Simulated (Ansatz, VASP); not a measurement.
# Cross-check of BN (BN (F-43m)) between VASP and Ansatz, part 2 of 2

Aim: how closely do two programs agree when they are given the same cell, functional and k mesh? Of the first pair: The cell is taken from a series of runs on this material, whose earlier steps may have relaxed, scaled, displaced or heated it; both programs get it as it stands.

VASP 6.6.1 and Ansatz 0.2.0.

So far. Step 2 (VASP: single point, r2SCAN, pair 1): The run ends at a pressure of 1.81 GPa.

### Step 6. VASP: single point, r2SCAN, start cell, pair 2

Level of this step: r2SCAN; plane waves and PAW (B, N) (VASP).

The same cell, functional and mesh now go to VASP, with its own data sets.

The input, INCAR:

```
SYSTEM = B65N63
PREC = Accurate
ENCUT = 580
EDIFF = 1E-06
NELM = 120
ISMEAR = 0
SIGMA = 0.01
LREAL = Auto
ALGO = Normal
METAGGA = R2SCAN
LASPH = .TRUE.
NELECT = 512
NBANDS = 352
LORBIT = 11
LWAVE = .FALSE.
LCHARG = .FALSE.
ISIF = 2
ISYM = 0
GGA_COMPAT = .FALSE.
EFERMI = MIDGAP
LMIXTAU = .TRUE.
NCORE = 4
```

The input, POSCAR:

```
B65N63
1.0
    0.0000000000      7.2177244223      7.2177244223
    7.2177244223      0.0000000000      7.2177244223
    7.2177244223      7.2177244223      0.0000000000
B N
65 63
Direct
    0.9979199123      0.9961604935      0.0005724103
    0.9959410337      0.0005354181      0.2482248414
    0.0051243298      0.9961137336      0.5010928360
[... 7 atom lines left out ...]
    0.9992853011      0.5056410146      0.4988640864
    0.0001447825      0.5018760468      0.7535943023
[... 2 atom lines left out ...]
    0.0014561376      0.7494960577      0.5042758336
    0.0034278809      0.7497930349      0.7444520164
[... 1 atom line left out ...]
    0.2483491188      0.0017738970      0.2453499741
    0.2519954204      0.9941388037      0.5008886857
[... 1 atom line left out ...]
    0.2555041440      0.2459214839      0.9994328545
[... 1 atom line left out ...]
    0.2446762853      0.2516415000      0.5040964142
    0.2486463731      0.2553428050      0.7458084689
    0.2443029682      0.5001263956      0.0027638212
    0.2551535487      0.5011725010      0.2466866142
    0.2530129156      0.5032966469      0.4988624238
    0.3065750187      0.5636446838      0.5651613668
    0.2543868251      0.5017580041      0.7487679889
[... 1 atom line left out ...]
    0.2451978486      0.7490250644      0.2547976886
    0.2557879592      0.7477340065      0.4994942712
    0.2531147482      0.7496827509      0.7444615762
[... 6 atom lines left out ...]
    0.5038008224      0.2444157461      0.5002715937
    0.5055168065      0.2502457692      0.7464516078
[... 1 atom line left out ...]
    0.5019448358      0.4992671220      0.2447607302
    0.4968541039      0.5028235754      0.4962838411
    0.4946928271      0.5043133108      0.7510987096
[... 1 atom line left out ...]
    0.4978244236      0.7550543885      0.2459562594
    0.4991452000      0.7519311049      0.5040959293
[... 7 atom lines left out ...]
    0.7529560817      0.2501918048      0.5025648373
[... 2 atom lines left out ...]
    0.7480541905      0.5046549005      0.2455742137
[... 13 atom lines left out ...]
    0.0571989835      0.3166317202      0.8120517156
[... 2 atom lines left out ...]
    0.0616314747      0.5682396224      0.5611662018
    0.0636397254      0.5581979533      0.8174857690
[... 1 atom line left out ...]
    0.0683046305      0.8091406181      0.3111773003
    0.0583765707      0.8158333092      0.5660225801
    0.0655305568      0.8079249302      0.8103842926
[... 6 atom lines left out ...]
    0.3168215307      0.3077264204      0.5645181586
    0.3070420634      0.3156792732      0.8119816797
[... 1 atom line left out ...]
    0.3129402521      0.5586661757      0.3104995936
    0.3163043317      0.5601372764      0.8154462758
[... 1 atom line left out ...]
    0.3121819106      0.8108918625      0.3088023135
    0.3176404177      0.8082727545      0.5633236685
[... 6 atom lines left out ...]
    0.5673301252      0.3134992925      0.3077591177
    0.5668889196      0.3080784012      0.5603745396
    0.5566870893      0.3133730062      0.8141841744
[... 1 atom line left out ...]
    0.5581370615      0.5678101934      0.3124176497
    0.5657584387      0.5605835390      0.5658785596
[... 2 atom lines left out ...]
    0.5637666752      0.8134062977      0.3067658684
[... 17 atom lines left out ...]
    0.8132396246      0.8068930260      0.8134919202
```

The input, KPOINTS:

```
Points of the shifted mesh
1
Reciprocal
 0.2500000000  0.2500000000  0.2500000000 1
```

Potentials, in the order of the species: B and N (PBE family, release 64).

Launch:

```sh
$ mpirun -np 16 vasp_std
```

Numbers of over 12 decimals in the logs are rounded to 6 here.

The program printed:

```text
[banner, memory and clock lines left out]
running   16 mpi-ranks, on    1 nodes
[...]
[... a notice as in an earlier step ...]

 LDA part: xc-table for (None), standard interpolation
 POSCAR, INCAR and KPOINTS ok, starting setup
[...]
entering main loop
       N       E                     dE             d eps       ncg     rms          rms(c)
DAV:   1     0.233403404141E+04    0.23340E+04   -0.30064E+05   704   0.162E+03
DAV:   2    -0.120639907999E+04   -0.35404E+04   -0.33771E+04   848   0.376E+02
DAV:   3    -0.140248735781E+04   -0.19609E+03   -0.19440E+03   888   0.904E+01
DAV:   4    -0.140542274840E+04   -0.29354E+01   -0.29240E+01   864   0.108E+01
DAV:   5    -0.140548019998E+04   -0.57452E-01   -0.57357E-01   872   0.130E+00BRMIX: very serious problems
 the old and the new charge density differ
 old charge density:   510.00000 new  512.00000
    0.542E+01
DAV:   6    -0.126334231878E+04    0.14214E+03   -0.14295E+02   816   0.197E+01    0.294E+01
DAV:   7    -0.119057869203E+04    0.72764E+02   -0.24772E+01   864   0.106E+01    0.148E+01
DAV:   8    -0.122926211572E+04   -0.38683E+02   -0.38794E+01   776   0.122E+01    0.875E+00
DAV:   9    -0.117498426302E+04    0.54278E+02   -0.14026E+01   736   0.788E+00    0.234E+00
[...]
DAV:  21    -0.119016227631E+04   -0.25997E-04   -0.45229E-05   808   0.149E-02    0.760E-03
DAV:  22    -0.119016228096E+04   -0.46576E-05   -0.52007E-06   744   0.442E-03    0.443E-03
DAV:  23    -0.119016228088E+04    0.79432E-07   -0.42509E-07   424   0.165E-03
   1 F= -.11901623E+04 E0= -.11901623E+04  d E =0.000000E+00
```

Parts of OUTCAR (step 6):

```text
  FREE ENERGIE OF THE ION-ELECTRON SYSTEM (eV)
  ---------------------------------------------------
  free  energy   TOTEN  =     -1190.1622808834 eV

  energy  without entropy=    -1190.1622808834  energy(sigma->0) =    -1190.16228088
```

The run ends at a pressure of 11.38 GPa, with forces up to 3.4 eV/Å.

### Step 7. Comparison

What differs besides the data sets and the points named for the pairs above, as far as they apply: fixed occupations in Ansatz, narrow Gaussian smearing in VASP. Total energies have different zeros and are not compared.

Forces on 10 of the 128 atoms, those with the largest forces and the largest differences (eV/Å; atoms numbered as in POSCAR):

| atom | Ansatz x, y, z | VASP x, y, z |
| --- | --- | --- |
| B29 | 0.242, 0.065, -1.578 | 0.238, 0.041, -1.562 |
| B31 | -2.123, 1.421, 1.440 | -2.139, 1.423, 1.440 |
| B44 | 0.615, 1.020, -0.174 | 0.635, 1.033, -0.195 |
| B54 | -3.301, -0.173, 0.062 | -3.328, -0.176, 0.066 |
| B61 | -2.342, -1.674, -1.255 | -2.361, -1.690, -1.264 |
| N71 | -2.195, 1.459, -2.110 | -2.206, 1.465, -2.107 |
| N79 | 2.201, -1.749, -0.888 | 2.223, -1.751, -0.891 |
| N80 | -0.765, -0.831, 0.993 | -0.793, -0.815, 1.011 |
| N89 | -1.119, 3.119, -0.609 | -1.127, 3.127, -0.600 |
| N106 | -2.838, 0.498, 1.146 | -2.845, 0.492, 1.144 |

The forces differ by 10 meV/Å r.m.s., which is 0.9 % of the r.m.s. force of 1.198 eV/Å (both taken over all components). The cell carries a charge of -2 e against a uniform background, so its pressure also hangs on how the neutralising background is counted, and in a defect's cell a gap may be the spacing between its levels.

### Step 8. Ansatz: relaxation, r2SCAN

This run makes the geometry at which the two programs are then compared.

The structure compared here is the end of the Ansatz relaxation.

The input, input.yaml:

```yaml
crystal:
  lattice:
    - [0.0, 1.80443111, 1.80443111]
    - [1.80443111, 0.0, 1.80443111]
    - [1.80443111, 1.80443111, 0.0]
  atoms:
    - { symbol: B, position: [0.0, 0.0, 0.0] }
    - { symbol: "N", position: [0.25, 0.25, 0.25] }
  supercell: [4, 4, 4]
  defects: [{ substitution: { at: 53, symbol: B } }]
total_charge: -2
basis:
  ecutwfc: 500
  xc_grid: 2
hamiltonian:
  xc: r2scan
  pseudopotentials: { kind: paw, azcp: { folder: soft_1 } }
kpoints:
  mp_grid: { grid: [1, 1, 1], shift: [0.25, 0.25, 0.25] }
scf:
  occupations: { method: fixed }
  max_iter: 60
output:
  forces: true
  charged_corrections: { epsilon: 4.64, static_epsilon: 6.93 }
relax:
  f_tol: 0.02
  max_steps: 80
  random_displacement: { amplitude: 0.05, seed: 1409 }
checkpoint:
  write: "../qm2.relax.run"
  compress: false
  write_wavefunctions: true
  write_every: 100000
```

Launch:

```sh
$ ansatz run input.yaml --threads 8 --pin off --max-ram 22609MiB --backend cpu --events-out ev --progress --plain --runs-dir out
```

The program printed:

```text
[...]
Crystal: 128 atoms, lattice volume = 752.023 Å³
Basis set: ecut = 500 eV, 19195 PW (Γ), exchange–correlation on 150×150×150 points (8 copies of the dense FFT grid, shifted against one another)
Bands: 384, of which v1, the nominal top of the filled ones, is band 256 counted from 1 (255 counted from 0)
Symmetry: 1 space group operations
k-points: 1
[...]
SCF iter   1: F=—  HF=-34569.608147 eV  |F-HF|=—  |Δ(HF+E_count)|=         —  Δρ=1.46e-1  dr2=1.53e2  dr2_τ=3.26e1  ethr=3.10e-3  ⟨swp⟩=5.0  Hψ=1303  notcnv=0  defer=125
[...]
- { symbol: B, position: [0.251190, -0.000830231, 0.500564] }
    - { symbol: N, position: [0.312960, 0.062394, 0.562373] }
[...]
- { symbol: B, position: [0.749994, 0.749834, -0.000579486] }
    - { symbol: N, position: [0.812777, 0.812562, 0.062196] }
    - { symbol: B, position: [0.749788, 0.749525, 0.250141] }
    - { symbol: N, position: [0.812790, 0.812558, 0.312341] }
    - { symbol: B, position: [0.750001, 0.749763, 0.500379] }
    - { symbol: N, position: [0.812178, 0.812720, 0.562411] }
    - { symbol: B, position: [0.750256, 0.749869, 0.749709] }
    - { symbol: N, position: [0.812185, 0.812716, 0.812540] }
```

### Step 9. VASP: single point, r2SCAN, relaxed cell, pair 3

The same cell, functional and mesh now go to VASP, with its own data sets.

INCAR is that of step 6.

The input, POSCAR:

```
B65N63
1.0
    0.0000000000      7.2177244400      7.2177244400
    7.2177244400      0.0000000000      7.2177244400
    7.2177244400      7.2177244400      0.0000000000
B N
65 63
Direct
    0.0006759576      0.9997475900      0.9995883034
    0.0007404966      0.9993645389      0.2501393691
    0.9992967469      0.9992378899      0.5005464503
[... 5 atom lines left out ...]
    0.9992967469      0.5007057368      0.9990786034
[... 1 atom line left out ...]
    0.9994421198      0.5007627091      0.5006034226
    0.0012889639      0.5010474539      0.7486666813
[... 2 atom lines left out ...]
    0.0012889639      0.7488259678      0.5008881674
    0.0012959350      0.7487789522      0.7486196657
[... 1 atom line left out ...]
    0.2511475778      0.9992378899      0.2486956194
    0.2511710096      0.9991693387      0.5005698820
[... 1 atom line left out ...]
    0.2511475778      0.2488549059      0.9990786034
[... 1 atom line left out ...]
    0.2512045501      0.2490002788      0.5006034226
    0.2514892949      0.2508471229      0.7486666813
    0.2511710096      0.5007291686      0.9990100522
    0.2512045501      0.5007627091      0.2488409923
    0.2499801681      0.4995383271      0.4993790406
    0.3129849149      0.5625430739      0.5623837874
    0.2496990457      0.4992572047      0.7511933670
[... 1 atom line left out ...]
    0.2514892949      0.7488259678      0.2506878363
    0.2496990457      0.7513526535      0.4990979182
    0.2514716426      0.7487061114      0.7485468248
[... 6 atom lines left out ...]
    0.4992678088      0.2508471229      0.5008881674
    0.4992207932      0.2508540940      0.7486196657
[... 1 atom line left out ...]
    0.4992678088      0.5010474539      0.2506878363
    0.5017944945      0.4992572047      0.4990979182
    0.4991479524      0.5010298016      0.7485468248
[... 1 atom line left out ...]
    0.4992207932      0.7487789522      0.2506948075
    0.4991479524      0.7487061114      0.5008705151
[... 11 atom lines left out ...]
    0.7496111797      0.5007291686      0.5005698820
[... 12 atom lines left out ...]
    0.0629329974      0.3124911564      0.8122646985
[... 2 atom lines left out ...]
    0.0586782657      0.5625081599      0.5623488734
    0.0585539442      0.5624230249      0.8166140327
[... 1 atom line left out ...]
    0.0629329974      0.8124239850      0.3123318699
    0.0585539442      0.8167733192      0.5622637383
    0.0629285632      0.8123656117      0.8122063252
[... 6 atom lines left out ...]
    0.3129500009      0.3082364247      0.5623488734
    0.3128648658      0.3081121032      0.8166140327
[... 1 atom line left out ...]
    0.3129500009      0.5625081599      0.3080771382
    0.3128625948      0.5624207538      0.8165070261
[... 1 atom line left out ...]
    0.3128648658      0.8167733192      0.3079528167
    0.3128625948      0.8166663126      0.5622614673
[... 6 atom lines left out ...]
    0.5628658260      0.3124911564      0.3123318699
    0.5672151602      0.3081121032      0.5622637383
    0.5628074527      0.3124867222      0.8122063252
[... 1 atom line left out ...]
    0.5672151602      0.5624230249      0.3079528167
    0.5671081536      0.5624207538      0.5622614673
[... 2 atom lines left out ...]
    0.5628074527      0.8123656117      0.3123274357
[... 17 atom lines left out ...]
    0.8121954779      0.8127048837      0.8125455972
```

KPOINTS is that of step 6.

Launch:

```sh
$ mpirun -np 16 vasp_std
```

The program printed:

```text
[... set-up lines as in an earlier step ...]
 entering main loop
       N       E                     dE             d eps       ncg     rms          rms(c)
DAV:   1     0.232955197487E+04    0.23296E+04   -0.30062E+05   704   0.162E+03
DAV:   2    -0.121787669296E+04   -0.35474E+04   -0.33882E+04   856   0.376E+02
DAV:   3    -0.140674518927E+04   -0.18887E+03   -0.18731E+03   888   0.882E+01
DAV:   4    -0.140948262713E+04   -0.27374E+01   -0.27275E+01   856   0.105E+01
DAV:   5    -0.140953470297E+04   -0.52076E-01   -0.51992E-01   872   0.125E+00BRMIX: very serious problems
 the old and the new charge density differ
 old charge density:   510.00000 new  511.99999
    0.538E+01
DAV:   6    -0.126951086965E+04    0.14002E+03   -0.14033E+02   808   0.192E+01    0.293E+01
DAV:   7    -0.119668265321E+04    0.72828E+02   -0.23499E+01   864   0.103E+01    0.147E+01
DAV:   8    -0.123444342505E+04   -0.37761E+02   -0.38437E+01   776   0.121E+01    0.865E+00
DAV:   9    -0.118036349021E+04    0.54080E+02   -0.13935E+01   744   0.779E+00    0.224E+00
[...]
DAV:  20    -0.119615688038E+04   -0.48872E-03   -0.13388E-04   752   0.282E-02    0.316E-02
DAV:  21    -0.119615691315E+04   -0.32771E-04   -0.72315E-05   800   0.184E-02    0.763E-03
DAV:  22    -0.119615691227E+04    0.87955E-06   -0.42306E-06   704   0.481E-03
   1 F= -.11961569E+04 E0= -.11961569E+04  d E =0.000000E+00
```

From OUTCAR (step 9):

```text
  FREE ENERGIE OF THE ION-ELECTRON SYSTEM (eV)
  ---------------------------------------------------
  free  energy   TOTEN  =     -1196.1569122690 eV

  energy  without entropy=    -1196.1569122690  energy(sigma->0) =    -1196.15691227
```

The run ends at a pressure of 9.73 GPa, with forces up to 0.026 eV/Å.

### Step 10. Comparison

Compared:

| quantity | Ansatz | VASP | difference |
| --- | --- | --- | --- |
| gap on the k mesh (eV) | 2.990 | 3.002 | -0.012 |

At this near-relaxed geometry the largest component of a force difference is 16 meV/Å. A gap on the mesh is an upper bound, since the band edges may lie between its points. The cell carries a charge of -2 e against a uniform background, so its pressure also hangs on how the neutralising background is counted, and in a defect's cell a gap may be the spacing between its levels.

### Step 11. Results

| Property | Result |
| --- | --- |
| difference in gap on the k mesh (single point, r2SCAN, pair 1) | 0.013 eV |
| r.m.s. force difference (single point, r2SCAN, start cell, pair 2) | 0.86 % of the r.m.s. force |
| difference in gap on the k mesh (single point, r2SCAN, relaxed cell, pair 3) | -0.012 eV |

What this shows: The r.m.s. force difference is 0.86 % of the r.m.s. force (single point, r2SCAN, start cell, pair 2), within the 3 % picked in this series as the mark of a large difference. How closely two codes agree says nothing of how well the functional describes the real material.

[Lines on the potential files, build, host, timing and source positions are cut from VASP's logs without a mark.]

[Logs are printed without paths, hosts, clocks, repeated set-up lines and the standing remarks that a program may print on its own settings, such as how far it seeks lower states.]

[Hosts, paths, dates, database ids (printed as entryN), source tags and the programs' standing remarks are cut or masked in the printed files.]
